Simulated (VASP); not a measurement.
Wanted: the native input for a VASP 6.6.1 run.

| Item | Value |
| --- | --- |
| Task | single point |
| Functional | PBE |
| Dispersion | D3(BJ) |
| Potentials or basis | VASP PAW PBE potentials, release 64 (Sn_d, Te) |
| Cutoff | 520 eV |
| k mesh | 12 × 12 × 12 |
| Occupations | gaussian, width 0.15 eV |
| Spin | no spin polarisation |
| Dipole correction | no |
| Further INCAR settings | ALGO = Fast; EDIFF = 1e-06; NBANDS = 17 |

The structure of SnTe lies in POSCAR:

```
SnTe
1.0
    3.9047000000      0.0000000000      0.0000000000
    0.0000000000      3.9047000000      0.0000000000
    0.0000000000      0.0000000000      3.9047000000
Sn Te
1 1
Direct
    0.0000000000      0.0000000000      0.0000000000
    0.5000000000      0.4359745947      0.5000000000
```

Measurements of this composition are mostly on another form, of space group No. 225.

The cell isn't the ideal one: all Te atoms moved -0.250 Å, as atom 2 along Cartesian [0 1 0].

The input as run:

INCAR

```
SYSTEM = SnTe
ALGO     = Fast           ! electronic algorithm
EDIFF    = 1E-6           ! SCF threshold, eV
ENCUT    = 520            ! plane-wave cutoff, eV
GGA      = PE             ! functional
ISIF     = 2              ! what is computed and relaxed
ISMEAR   = 0              ! smearing method
IVDW     = 12             ! dispersion correction
LASPH    = .TRUE.         ! aspherical terms in the spheres
LCHARG   = .FALSE.        ! write CHGCAR
LREAL    = .FALSE.        ! projectors in reciprocal space
LWAVE    = .FALSE.        ! write WAVECAR
NBANDS   = 17             ! bands
NELM     = 100            ! most SCF steps
PREC     = Accurate       ! precision mode
SIGMA    = 0.15           ! smearing width, eV
```

KPOINTS

```
k-points
0
G
  12 12 12
  0 0 0
```

Potentials or basis: VASP PAW PBE potentials, release 64 (Sn_d, Te).

The run is started by

```bash
$ cat potpaw_PBE.64/Sn_d/POTCAR potpaw_PBE.64/Te/POTCAR > POTCAR
$ mpirun -np 1 vasp_std > vasp.out
```

Results of the run:

```yaml
Pressure: -1.8 GPa
Largest_force: 0.091 eV/Å
Band_gap_on_the_k_mesh: none (metal or under the smearing width)
Dispersion_energy_per_atom: -0.418 eV
```

Caveat: pairwise dispersion overbinds metals, which lowers pressure and volume.

Run time: 68 s on 1 thread of Intel(R) Xeon(R) 6975P-C (Granite Rapids), on a shared host, peak memory 0.33 GiB.
